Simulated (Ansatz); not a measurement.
Consider BeO in the wurtzite structure (space group P6_3mc, No. 186).

```xyz
4
Lattice="2.7118 0.0000 0.0000 -1.3559 2.3485 0.0000 0.0000 0.0000 4.4046" Properties=species:S:1:pos:R:3 pbc="T T T"
Be     1.3559     0.7828     0.0066
Be     0.0000     1.5657     2.2088
O      1.3559     0.7828     2.7472
O      0.0000     1.5657     0.5449
```

All numbers come from Kohn–Sham DFT with the PBE functional, run in Ansatz (a quantum-chemistry and plane-wave program) with PAW and 420 eV plane waves, no spin-orbit coupling.

Base values:

- Electron mass: 0.53 mₑ along c, 0.60 mₑ across (at Γ)
- Band gap: 7.45 eV
- Valence-band top at Γ: 0.00, -0.04, -0.04 eV
- Pressure: 0.00 GPa

Modification: an isotropic linear strain of +2.78 %, atoms relaxed at fixed cell.

Problem. What happens to the electron mass?

Solution. The electron mass goes from 0.53 mₑ along c, 0.60 mₑ across (at Γ) to 0.49 mₑ along c, 0.55 mₑ across (at Γ).

Problem. Predict the new band gap.

Solution. The band gap drops by 0.817 eV to 6.64 eV.

Problem. What happens to the valence-band top at Γ?

Solution. The valence-band top at Γ (three highest levels, from the VBM) stays 0.00, -0.04, -0.04 eV.

Problem. Estimate the effect on the pressure.

Solution. The pressure (mean of the normal stresses, compression positive) goes from zero to -14.77 GPa.

Effective masses come from finite differences of ±0.01 Å⁻¹. Gaps are read on the SCF mesh and a high-symmetry path. Whether these cells are dynamically stable was not tested.
